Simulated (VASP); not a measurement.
# Li2S (Fm-3m) in VASP: further runs

The runs below take Li2S through relaxation of cell and atoms, single point, with PBEsol, RPBE.

Everything below comes from runs of VASP 6.6.1. Logs are shortened: lines on timing, memory, paths and dates and some standing lists are left out, and cuts for length are marked.

### 1 The structure

It takes space group Fm-3m (No. 225, cubic). Conventional cell: a = 5.670 Å, b = 5.670 Å, c = 5.670 Å, α = 90.00°, β = 90.00°, γ = 90.00°. Around Li (site symmetry -43m) lie 4 S at 2.46 Å. Around S (site symmetry m-3m) lie 8 Li at 2.46 Å.

The cell comes from a database or a generator and needn't be the stable form of this composition.

### 2 Relaxation of cell and atoms, PBEsol

The input, INCAR:

```
  ALGO = Fast
  EDIFF = 1E-7
  EDIFFG = -0.005
  ENCUT = 300
  GGA = PS
  IBRION = 2
  ISIF = 3
  ISMEAR = 0
  LASPH = True
  LCHARG = False
  LREAL = False
  LWAVE = False
  NELM = 100
  NSW = 90
  PREC = Accurate
  SIGMA = 0.02
```

The input, KPOINTS:

```
k-points
0
Gamma
  8 8 8
```

The input, POSCAR:

```
Li2S
1.0
    0.0000000000      2.8351678400      2.8351678400
    2.8351678400      0.0000000000      2.8351678400
    2.8351678400      2.8351678400      0.0000000000
Li S
2 1
Direct
    0.7500000000      0.7500000000      0.7500000000
    0.2500000000      0.2500000000      0.2500000000
    0.0000000000      0.0000000000      0.0000000000
```

Potentials or basis: VASP PAW PBE potentials, release 64 (Li_sv, S).

On the command line:

```
$ cat potpaw_PBE.64/Li_sv/POTCAR potpaw_PBE.64/S/POTCAR > POTCAR
$ mpirun -np 1 vasp_std > vasp.out
```

OUTCAR:

```text
EDIFF = 1E-7
   EDIFFG = -0.005
   ENCUT = 300
   GGA = PS
   IBRION = 2
   ISIF = 3
   ISMEAR = 0
   LASPH = True
   LREAL = False
   NELM = 100
   NSW = 90
   PREC = Accurate

 ion  position               nearest neighbor table
   1  0.750  0.750  0.750-   3 2.46   3 2.46   3 2.46   3 2.46
   2  0.250  0.250  0.250-   3 2.46   3 2.46   3 2.46   3 2.46
   3  0.000  0.000  0.000-   1 2.46   1 2.46   2 2.46   2 2.46   2 2.46   2 2.46   1 2.46   1 2.46

  LATTYP: Found a face centered cubic cell.
 ALAT       =     5.6703356800

  Lattice vectors:

 A1 = (   0.0000000000,   2.8351678400,   2.8351678400)
 A2 = (   2.8351678400,   0.0000000000,   2.8351678400)
 A3 = (   2.8351678400,   2.8351678400,   0.0000000000)

Analysis of symmetry for initial positions (statically):
=====================================================================
 Subroutine PRICEL returns:
 Original cell was already a primitive cell.

 Routine SETGRP: Setting up the symmetry group for a
 face centered cubic supercell.

 Subroutine GETGRP returns: Found 48 space group operations
 (whereof 48 operations were pure point group operations)
 out of a pool of 48 trial point group operations.

The static configuration has the point symmetry O_h .

Analysis of symmetry for dynamics (positions and initial velocities):
=====================================================================
 Subroutine PRICEL returns:
 Original cell was already a primitive cell.

 Routine SETGRP: Setting up the symmetry group for a
 face centered cubic supercell.

 Subroutine GETGRP returns: Found 48 space group operations
 (whereof 48 operations were pure point group operations)
 out of a pool of 48 trial point group operations.

The dynamic configuration has the point symmetry O_h .

 Subroutine INISYM returns: Found 48 space group operations
 (whereof 48 operations are pure point group operations),
 and found     1 'primitive' translations

----------------------------------------------------------------------------------------

                                     Primitive cell

  volume of cell :      45.5792

  direct lattice vectors                    reciprocal lattice vectors
     0.000000000  2.835167840  2.835167840    -0.176356402  0.176356402  0.176356402
     2.835167840  0.000000000  2.835167840     0.176356402 -0.176356402  0.176356402
     2.835167840  2.835167840  0.000000000     0.176356402  0.176356402 -0.176356402

  length of vectors
     4.009532811  4.009532811  4.009532811     0.305458249  0.305458249  0.305458249

[... 104 lines left out ...]
  Fermi-wavevector in a.u.,A,eV,Ry     =   1.049252  1.982799 14.979059  1.100930
  Thomas-Fermi vector in A             =   2.184207
   LORBIT       =      0    0 simple, 1 ext, 2 COOP (PROOUT), +10 PAW based schemes
   GGA     = PS    functional components
   LHFCALC =     F    Hartree Fock is set to
   AEXX    =    0.0000 exact exchange contribution
   IVDW    =     0    specifies the selected vdW correction
   LEPSILON=     F    determine dielectric tensor
   LRPA    =     F    only Hartree local field effects (RPA)
 conjugate gradient relaxation of ions
 non-spin polarized calculation
 RMM-DIIS sequential band-by-band and
 Gauss-broadening in eV      SIGMA  =   0.02
  energy-cutoff  :      300.00
  volume of cell :       45.58
 maximum number of plane-waves:       553
   NGX = 11   NGY = 11   NGZ = 11

--------------------------------------- Ionic step        1  -------------------------------------------

 number of electron      12.0000023 magnetization

 Free energy of the ion-electron system (eV)
  ---------------------------------------------------
  ext. energy  EPLUGINS =         0.00000000
  ---------------------------------------------------
  free energy    TOTEN  =       -13.39977937 eV

  energy without entropy =      -13.39977937  energy(sigma->0) =      -13.39977937

------------------------ aborting loop because EDIFF is reached ----------------------------------------

  FORCE on cell =-STRESS in cart. coord.  units (eV):
  Direction    XX          YY          ZZ          XY          YZ          ZX
  --------------------------------------------------------------------------------------
  -------------------------------------------------------------------------------------
  Total       -1.4389893     -1.4389893     -1.4389893      0.0000000      0.0000000     -0.0000000
  in kB      -50.5826793    -50.5826793    -50.5826793      0.0000000      0.0000000     -0.0000000
  external PRESSURE =     -50.5826793 kB  Pullay stress =       0.0000000 kB
[... 98 lines left out ...]
--------------------------------------- Ionic step        4  -------------------------------------------

 number of electron      11.9999954 magnetization

 Free energy of the ion-electron system (eV)
  ---------------------------------------------------
  ext. energy  EPLUGINS =         0.00000000
  ---------------------------------------------------
  free energy    TOTEN  =       -13.48581634 eV

  energy without entropy =      -13.48581634  energy(sigma->0) =      -13.48581634

 E-fermi :   2.5972     XC(G=0):  -9.1420

 val. band max:        2.3700015302   @ k =   0.0000   0.0000   0.0000
 cond. band min:       5.3965537131   @ k =   0.5000   0.5000   0.0000
 fundamental gap:      3.0265521829
 Fermi energy:         2.5972368043

 k-point     1 :       0.0000    0.0000    0.0000
  band No.  band energies     occupation
      1     -41.4287      2.00000
      2     -41.3605      2.00000
      3      -8.8980      2.00000
      4       2.3700      2.00000
      5       2.3700      2.00000
      6       2.3700      2.00000
      7       7.6139      0.00000
      8       8.4702      0.00000
      9       8.4702      0.00000
     10       8.4702      0.00000
[... 287 lines left out ...]
 k-point    24 :      -0.3750    0.2500    0.1250
  band No.  band energies     occupation
      1     -41.3920      2.00000
      2     -41.3919      2.00000
      3      -8.3630      2.00000
      4      -0.5620      2.00000
      5       0.9799      2.00000
      6       1.2575      2.00000
      7       8.2205      0.00000
      8       9.4793      0.00000
      9      11.3016      0.00000
     10      12.0016      0.00000

 [... further k-points ...]

------------------------ aborting loop because EDIFF is reached ----------------------------------------

  FORCE on cell =-STRESS in cart. coord.  units (eV):
  Direction    XX          YY          ZZ          XY          YZ          ZX
  --------------------------------------------------------------------------------------
  -------------------------------------------------------------------------------------
  Total        0.0034070      0.0034070      0.0034070      0.0000000     -0.0000000      0.0000000
  in kB        0.1344324      0.1344324      0.1344324      0.0000000     -0.0000000      0.0000000
  external PRESSURE =       0.1344324 kB  Pullay stress =       0.0000000 kB
[... 18 lines left out ...]
  FREE ENERGIE OF THE ION-ELECTRON SYSTEM (eV)
  ---------------------------------------------------
  free  energy   TOTEN  =       -13.4858163406 eV

  energy  without entropy=      -13.4858163406  energy(sigma->0) =      -13.48581634

 reached required accuracy - stopping structural energy minimisation
```

OSZICAR:

```text
N       E                     dE             d eps       ncg     rms          rms(c)
DAV:   1     0.277234488303E+02    0.27723E+02   -0.42935E+03   588   0.827E+02
DAV:   2    -0.893095215871E+01   -0.36654E+02   -0.34907E+02   720   0.157E+02
DAV:   3    -0.136922700095E+02   -0.47613E+01   -0.47536E+01  1014   0.489E+01
DAV:   4    -0.138098656358E+02   -0.11760E+00   -0.11757E+00   780   0.838E+00
[... 58 lines left out ...]
RMM:   6    -0.134858156499E+02   -0.99783E-06   -0.72592E-06   723   0.201E-02    0.931E-03
RMM:   7    -0.134858159709E+02   -0.32103E-06   -0.53358E-06   638   0.161E-02    0.316E-02
RMM:   8    -0.134858162123E+02   -0.24136E-06   -0.21833E-06   611   0.110E-02    0.186E-03
RMM:   9    -0.134858163034E+02   -0.91135E-07   -0.11216E-06   574   0.697E-03    0.863E-04
RMM:  10    -0.134858163406E+02   -0.37137E-07   -0.12814E-07   421   0.430E-03
   4 F= -.13485816E+02 E0= -.13485816E+02  d E =-.860370E-01
```

CONTCAR:

```text
Li2S
   1.00000000000000
    -0.0000000000000000    2.7280320208281630    2.7280320208281630
     2.7280320208281630    0.0000000000000000    2.7280320208281630
     2.7280320208281630    2.7280320208281630    0.0000000000000000
  Li              S
     2     1
Direct
     0.7500000000000000    0.7500000000000000    0.7500000000000000
     0.2500000000000000    0.2500000000000000    0.2500000000000000
     0.0000000000000000    1.0000000000000000    1.0000000000000000

  0.00000000E+00  0.00000000E+00  0.00000000E+00
  0.00000000E+00  0.00000000E+00  0.00000000E+00
  0.00000000E+00  0.00000000E+00  0.00000000E+00
```

Run time: 18 s. Hardware: 1 thread of Intel Xeon Platinum 8559C (Emerald Rapids), shared host; peak memory 0.13 GiB.

The run converged, but a check on its numbers failed (symmetry, net force, bounds or a known fault of this set-up), so they aren't taken as properties of the crystal.

Caveat: the cutoff lies under the usual one of these potentials, so the numbers hold a large basis-set error; the PAW data sets were made with another functional, which shifts forces and pressure a little.

### 3 Relaxation of cell and atoms, PBEsol

INCAR, as its differences from that of step 2:

```diff
@@ -3,3 +3,3 @@
   EDIFFG = -0.005
-  ENCUT = 300
+  ENCUT = 600
   GGA = PS
```

The input, KPOINTS:

```
k-points
0
Gamma
  4 4 4
```

POSCAR is that of step 2.

Potentials or basis: VASP PAW PBE potentials, release 64 (Li_sv, S).

On the command line:

```
$ cat potpaw_PBE.64/Li_sv/POTCAR potpaw_PBE.64/S/POTCAR > POTCAR
$ mpirun -np 1 vasp_std > vasp.out
```

Wall time 14 s (1 thread of Intel Xeon Platinum 8559C (Emerald Rapids), shared host); peak memory 0.17 GiB.

The run converged. Its results:

| Item | Value |
| --- | --- |
| Free energy | -12.3681 eV |
| Relaxed volume | 15.07 Å³/atom |
| Relaxed cell | a = 3.999 Å, b = 3.999 Å, c = 3.999 Å, α = 60.00°, β = 60.00°, γ = 60.00° |
| Space group after relaxing (to 0.05 Å) | Fm-3m (No. 225) |
| Energy gained by relaxing | 0.1 meV/atom |
| Ionic steps | 3 |
| Pressure after relaxing | 0.0 GPa |
| Band gap on the k mesh | 3.20 eV, indirect (least direct gap 4.22 eV) |

Step by step:
```csv
step,energy change (eV),largest force (eV/Å),pressure (GPa),volume (Å³)
1,0.0000,0.0000,-0.32,45.58
2,-0.0003,0.0000,-0.14,45.38
3,-0.0003,0.0000,0.02,45.21
```

Final structure:
```yaml
crystal:
  lattice:
    - [0.00000, 2.82755, 2.82755]
    - [2.82755, 0.00000, 2.82755]
    - [2.82755, 2.82755, 0.00000]
  atoms:
    - { symbol: Li, position: [0.75000, 0.75000, 0.75000] }
    - { symbol: Li, position: [0.25000, 0.25000, 0.25000] }
    - { symbol: S, position: [0.00000, 0.00000, 0.00000] }
```

Levels at points of the mesh, in eV from the valence-band top:
| k point | band 4 | band 5 | band 6 | band 7 | band 8 | band 9 |
| --- | --- | --- | --- | --- | --- | --- |
| (0.00, 0.00, 0.00) | 0.00 | 0.00 | 0.00 | 4.22 | 6.15 | 6.15 |
| (0.50, 0.00, 0.00) | -3.00 | -0.53 | -0.53 | 6.11 | 6.48 | 6.48 |
| (0.50, 0.50, 0.00) | -2.24 | -1.49 | -1.49 | 3.20 | 7.09 | 11.13 |

Caveat: the k mesh is coarse (spacing up to 0.48 Å⁻¹), so the values aren't converged; the cutoff is under 1.25 times the usual one of these potentials, so pressure, stress and relaxed cells hold a basis-set (Pulay) error; the PAW data sets were made with another functional, which shifts forces and pressure a little. A k mesh can miss the band edges.

### 4 Single point, PBEsol

The input, INCAR:

```
SYSTEM = Li2S
PREC = Accurate
ENCUT = 520
EDIFF = 1E-6
ISMEAR = 0
SIGMA = 0.02
LREAL = .False.
LASPH = .True.
NELM = 100
ALGO = Fast
ISIF = 2
LWAVE = .False.
LCHARG = .False.
GGA = PS
```

The input, KPOINTS:

```
regular mesh
0
Gamma
  8 8 8
  0 0 0
```

POSCAR is that of step 3.

Potentials or basis: VASP PAW PBE potentials, release 64 (Li_sv, S).

On the command line:

```
$ cat potpaw_PBE.64/Li_sv/POTCAR potpaw_PBE.64/S/POTCAR > POTCAR
$ mpirun -np 1 vasp_std > vasp.out
```

OUTCAR:

```text
SYSTEM = Li2S
   PREC = Accurate
   ENCUT = 520
   EDIFF = 1E-6
   ISMEAR = 0
   LREAL = .False.
   LASPH = .True.
   NELM = 100
   ISIF = 2
   GGA = PS

 ion  position               nearest neighbor table
   1  0.750  0.750  0.750-   3 2.46   3 2.46   3 2.46   3 2.46
   2  0.250  0.250  0.250-   3 2.46   3 2.46   3 2.46   3 2.46
   3  0.000  0.000  0.000-   1 2.46   1 2.46   2 2.46   2 2.46   2 2.46   2 2.46   1 2.46   1 2.46

  LATTYP: Found a face centered cubic cell.
 ALAT       =     5.6703356800

  Lattice vectors:

 A1 = (   0.0000000000,   2.8351678400,   2.8351678400)
 A2 = (   2.8351678400,   0.0000000000,   2.8351678400)
 A3 = (   2.8351678400,   2.8351678400,   0.0000000000)

Analysis of symmetry for initial positions (statically):
=====================================================================
 Subroutine PRICEL returns:
 Original cell was already a primitive cell.

 Routine SETGRP: Setting up the symmetry group for a
 face centered cubic supercell.

 Subroutine GETGRP returns: Found 48 space group operations
 (whereof 48 operations were pure point group operations)
 out of a pool of 48 trial point group operations.

The static configuration has the point symmetry O_h .

[... 178 lines left out ...]
      5       1.5038      2.00000
      6       1.5038      2.00000
      7       5.6852      0.00000
      8       7.6590      0.00000
      9       7.6590      0.00000
     10       7.6590      0.00000
[... 287 lines left out ...]
 k-point    24 :      -0.3750    0.2500    0.1250
  band No.  band energies     occupation
      1     -41.9447      2.00000
      2     -41.9446      2.00000
      3      -9.0338      2.00000
      4      -1.1626      2.00000
      5       0.2206      2.00000
      6       0.5646      2.00000
      7       7.2501      0.00000
      8       8.0960      0.00000
      9       9.8269      0.00000
     10      10.4738      0.00000

 [... further k-points ...]

------------------------ aborting loop because EDIFF is reached ----------------------------------------

  FORCE on cell =-STRESS in cart. coord.  units (eV):
  Direction    XX          YY          ZZ          XY          YZ          ZX
  --------------------------------------------------------------------------------------
  -------------------------------------------------------------------------------------
  Total       -0.0980396     -0.0980396     -0.0980396      0.0000000      0.0000000      0.0000000
  in kB       -3.4462428     -3.4462428     -3.4462428      0.0000000      0.0000000      0.0000000
  external PRESSURE =      -3.4462428 kB  Pullay stress =       0.0000000 kB

 VOLUME and BASIS-vectors are now :
 -----------------------------------------------------------------------------
  energy-cutoff  :      520.00
  volume of cell :       45.58
      direct lattice vectors                 reciprocal lattice vectors
     0.000000000  2.835167840  2.835167840    -0.176356402  0.176356402  0.176356402
     2.835167840  0.000000000  2.835167840     0.176356402 -0.176356402  0.176356402
     2.835167840  2.835167840  0.000000000     0.176356402  0.176356402 -0.176356402

 POSITION                                       TOTAL-FORCE (eV/Angst)
 -----------------------------------------------------------------------------------
      4.25275      4.25275      4.25275         0.000000      0.000000      0.000000
      1.41758      1.41758      1.41758        -0.000000     -0.000000     -0.000000
      0.00000      0.00000      0.00000        -0.000000      0.000000      0.000000
 -----------------------------------------------------------------------------------
    total drift:                                0.000000     -0.000000      0.000000

  FREE ENERGIE OF THE ION-ELECTRON SYSTEM (eV)
  ---------------------------------------------------
  free  energy   TOTEN  =       -12.3753893496 eV

  energy  without entropy=      -12.3753893496  energy(sigma->0) =      -12.37538935
```

stdout:

```text
POSCAR found type information on POSCAR LiS
 POSCAR found :  2 types and       3 ions
 scaLAPACK will be used
 -----------------------------------------------------------------------------
|                                                                             |
|                                                                             |
|     You enforced a specific xc type in the INCAR file but a different       |
|     I HOPE YOU KNOW WHAT YOU ARE DOING!                                     |
|                                                                             |
 -----------------------------------------------------------------------------

 LDA part: xc-table for (Slater+PW92), standard interpolation
 POSCAR, INCAR and KPOINTS ok, starting setup
 FFT: planning ... GRIDC
 FFT: planning ... GRID_SOFT
 FFT: planning ... GRID
 WAVECAR not read
 entering main loop
WARNING in EDDRMM: call to ZHEGV failed, returncode =   6  3      5
```

Wall time 14 s (1 thread of Intel Xeon Platinum 8559C (Emerald Rapids), shared host); peak memory 0.15 GiB.

Results:

```yaml
Free_energy: -12.3754 eV
Band_gap_on_the_k_mesh: 3.21 eV, indirect (least direct gap 4.18 eV)
```

Caveat: the cutoff is under 1.25 times the usual one of these potentials, so pressure, stress and relaxed cells hold a basis-set (Pulay) error; the PAW data sets were made with another functional, which shifts forces and pressure a little.

(Part 1 of 2 ends here.)
